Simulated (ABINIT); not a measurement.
The system is FeO.

```
Fe O
1.0
    -1.60210    1.60210    2.08339
     1.60210   -1.60210    2.08339
     1.60210    1.60210   -2.08339
Fe O
1 1
Direct
  0.00000 0.00000 0.00000
  0.50000 0.50000 0.00000
```

The cell comes from a database or a generator and needn't be the stable form of this composition.

Base run:

* Program: ABINIT 10.8.3 (patched build)
* Functional: PBE
* Potentials or basis: JTH PAW PBE v2.0
* Cutoff: 707 eV
* k mesh: 8 × 8 × 8
* Occupations: fermi-dirac, width 0.05 eV
* Spin: collinear spin, ferromagnetic start
* Starting moments: [3.0, 0.0] μB
* Hubbard terms: Fe d U = 8 eV

Its results: band gap on the k mesh none (metal or under the smearing width); pressure -5.0 GPa; net moment 4.05 μB per cell; site moments Fe +3.89; O +0.15 μB.

Q: The run is repeated on the same cell with these changes: hubbard terms from Fe d U = 8 eV to Fe d U = 0 eV. What comes out?

A: Band gap on the k mesh none (metal or under the smearing width); pressure -9.3 GPa; net moment 4.00 μB per cell; site moments Fe +3.59; O +0.28 μB.

Caveats: a cell with one magnetic atom can't hold antiferromagnetic order, which such compounds often take.
